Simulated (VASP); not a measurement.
# Relaxed cell of BaTiO3: a test of cutoff and mesh, part 3 of 3

How far does the relaxed cell of BaTiO3 depend on cutoff and k mesh? The starting structure is a measured crystal structure from the Crystallography Open Database. The first relaxation on each setting starts from this cell expanded by 3 % in volume.

VASP 6.6.1.

Results so far: reference 12.81 Å³ an atom; a cutoff of 400 eV 12.40 Å³ an atom; a 3×3×2 mesh 12.91 Å³ an atom; a cutoff of 680 eV 12.79 Å³ an atom.

## (6) Relaxation with an 8×8×4 mesh

Level of this step: PBEsol, spin-polarised from an antiferromagnetic start; plane waves and PAW (Ba_sv, Ti_sv, O) (VASP).

Against step 2 the input has an 8×8×4 mesh. This run starts from the cell of an earlier relaxation, which isn't shown; the restart sets up the plane waves anew.

INCAR reads:

```
SYSTEM = BaTiO3
PREC = Accurate
ENCUT = 520
EDIFF = 1E-06
NELM = 100
ISMEAR = 0
SIGMA = 0.03
LREAL = .FALSE.
ALGO = Normal
GGA = PS
NBANDS = 55
ISPIN = 2
MAGMOM = 0 0 1 -1 0 0 0 0 0 0
LASPH = .TRUE.
LMAXMIX = 4
LORBIT = 11
LWAVE = .FALSE.
LCHARG = .FALSE.
KPAR = 16
IBRION = 2
NSW = 50
ISIF = 3
EDIFFG = -0.006
```

POSCAR reads:

```
BaTiO3
1.0
    3.9668328854      0.0000000000      0.0000000000
    0.0000000000      3.9668328854      0.0000000000
    0.0000000000      0.0000000000      8.1390504651
Ba Ti O
2 2 6
Direct
    0.0000000000      0.0000000000      0.0028453817
    0.0000000000      0.0000000000      0.5028453817
    0.5000000000      0.5000000000      0.2611673051
    0.5000000000      0.5000000000      0.7611673051
    0.0000000000      0.5000000000      0.2435932529
    0.0000000000      0.5000000000      0.7435932529
    0.5000000000      0.0000000000      0.2435932529
    0.5000000000      0.0000000000      0.7435932529
    0.5000000000      0.5000000000      0.4873008075
    0.5000000000      0.5000000000      0.9873008075
```

KPOINTS reads:

```
Automatic mesh
0
Gamma
8 8 4
0 0 0
```

PAW data sets: Ba_sv, Ti_sv and O (PBE family, release 64).

Command:

```
$ mpirun -np 16 vasp_std
```

The log of the run:

```text
[... set-up lines as in an earlier step ...]
 entering main loop
       N       E                     dE             d eps       ncg     rms          rms(c)
DAV:   1     0.975739820586E+03    0.97574E+03   -0.39268E+04  9900   0.158E+03
DAV:   2     0.423344335860E+02   -0.93341E+03   -0.86146E+03 10624   0.458E+02
DAV:   3    -0.941148712656E+02   -0.13645E+03   -0.13369E+03 12764   0.172E+02
DAV:   4    -0.103375036075E+03   -0.92602E+01   -0.92310E+01 15209   0.409E+01
[...]
DAV:  14    -0.840040724512E+02   -0.20722E-04   -0.75955E-05 14988   0.694E-02    0.271E-02
DAV:  15    -0.840040776809E+02   -0.52297E-05   -0.27631E-05 11946   0.256E-02    0.118E-02
DAV:  16    -0.840040774491E+02    0.23171E-06   -0.18504E-06  9472   0.773E-03
   1 F= -.84004077E+02 E0= -.84004077E+02  d E =-.840041E+02  mag=    -0.0000
[...]
N       E                     dE             d eps       ncg     rms          rms(c)
DAV:   1    -0.840044422587E+02   -0.36458E-03   -0.10866E-02 13407   0.684E-01    0.164E-01
DAV:   2    -0.840041229825E+02    0.31928E-03   -0.11509E-03 12778   0.206E-01    0.576E-02
DAV:   3    -0.840040724741E+02    0.50508E-04   -0.30574E-04 11933   0.711E-02    0.181E-02
DAV:   4    -0.840040703612E+02    0.21129E-05   -0.59037E-05 15901   0.350E-02    0.147E-02
DAV:   5    -0.840040704280E+02   -0.66790E-07   -0.51347E-06 12346   0.150E-02
   2 F= -.84004070E+02 E0= -.84004070E+02  d E =0.702111E-05  mag=     0.0000
 trial-energy change:    0.000007  1 .order   -0.000017   -0.000053    0.000019
 step:   0.7408(harm=  0.7408)  dis= 0.00006  next Energy=   -84.004097 (dE=-0.197E-04)
 reached required accuracy - stopping structural energy minimisation
```

Wall time 83 s (16 MPI ranks of Intel Xeon 6975P-C (Granite Rapids), shared host); peak memory 10 GiB; 22 min of CPU time.

Parts of OUTCAR (step 6):

```text
  Total       -0.0193941     -0.0193941     -0.0431045      0.0000000      0.0000000      0.0000000
  in kB       -0.2424150     -0.2424150     -0.5387807      0.0000000      0.0000000      0.0000000
  external PRESSURE =      -0.3412036 kB  Pullay stress =       0.0000000 kB

 POSITION                                       TOTAL-FORCE (eV/Angst)
 -----------------------------------------------------------------------------------
      3.96819     -0.00000      0.02316        -0.000000     -0.000000      0.000779
      3.96819     -0.00000      4.09327        -0.000000     -0.000000      0.000779
      1.98410      1.98410      2.12604        -0.000000     -0.000000      0.004322
      1.98410      1.98410      6.19614        -0.000000     -0.000000      0.004322
      3.96819      1.98410      1.98287        -0.000000     -0.000000      0.000244
      3.96819      1.98410      6.05298        -0.000000     -0.000000      0.000244
      1.98410     -0.00000      1.98287        -0.000000     -0.000000      0.000244
      1.98410     -0.00000      6.05298        -0.000000     -0.000000      0.000244
      1.98410      1.98410      3.96672         0.000000      0.000000     -0.005589
      1.98410      1.98410      8.03682         0.000000      0.000000     -0.005589
 -----------------------------------------------------------------------------------
    total drift:                                0.000000      0.000000     -0.000465

  FREE ENERGIE OF THE ION-ELECTRON SYSTEM (eV)
  ---------------------------------------------------
  free  energy   TOTEN  =       -84.0040704280 eV

  energy  without entropy=      -84.0040704280  energy(sigma->0) =      -84.00407043

 magnetization (x)
# of ion       s       p       d       tot
------------------------------------------
    1       -0.000  -0.000  -0.000  -0.000
    2        0.000   0.000   0.000   0.000
    3       -0.000  -0.000  -0.000  -0.000
    4        0.000   0.000   0.000   0.000
    5        0.000   0.000   0.000   0.000
    6       -0.000  -0.000   0.000  -0.000
    7        0.000   0.000   0.000   0.000
    8       -0.000  -0.000   0.000  -0.000
    9        0.000   0.000   0.000   0.000
   10       -0.000  -0.000   0.000  -0.000
--------------------------------------------------
tot          0.000   0.000   0.000   0.000

[... 1 part as in an earlier step ...]

[... 3 further parts left out ...]
[key lines of the parts left out:]
E-fermi :   4.0644
```

With an 8×8×4 mesh the cell ends at 12.818 Å³ an atom, +0.07 % from the reference.

## (7) Comparison

```
               run  volume (Å³/atom)  change (%)  pressure left (GPa)  core minutes
         reference            12.809           -                 0.04         130.0
a cutoff of 400 eV            12.395       -3.23                -0.01          90.7
      a 3×3×2 mesh            12.915        0.82                  0.0          17.9
a cutoff of 680 eV            12.792       -0.13                 0.03         138.0
     an 8×8×4 mesh            12.818        0.07                -0.03         122.0
```

Core minutes are wall time times ranks, summed over the relaxations behind a row (those for a bulk modulus apart), on shared hosts.

## (8) Results

| Property | Result |
| --- | --- |
| volume of the reference | 12.81 Å³/atom |
| volume against the reference, a cutoff of 400 eV | -3.23 % |
| volume against the reference, a 3×3×2 mesh | +0.82 % |
| volume against the reference, a cutoff of 680 eV | -0.13 % |
| volume against the reference, an 8×8×4 mesh | +0.07 % |

The volume moves most with a cutoff of 400 eV: -3.23 %, a by -0.6 % and c by -2.0 % against the reference (520 eV, 6×6×4 mesh). On finer settings it changes by -0.13 % with a cutoff of 680 eV and +0.07 % with an 8×8×4 mesh, not denser along every axis. The relaxations stop with up to 0.04 GPa left, which at a bulk modulus of 50 GPa, to name a scale, is 0.09 % of the volume, and more along a soft axis. That understates it: a restart alone still moved the volume by up to 0.8 %. A cell that shrinks at the lower cutoff is the usual mark of Pulay stress, the error that a plane-wave basis makes when it is kept while the volume changes. Further runs on this material are not shown.

[Lines on the potential files, build, host, timing and source positions are cut from VASP's logs without a mark.]

[Logs are printed without paths, hosts, clocks, repeated set-up lines and the standing remarks that a program may print on its own settings, such as how far it seeks lower states.]

[Hosts, paths, dates, database ids (printed as entryN), source tags and the programs' standing remarks are cut or masked in the printed files.]
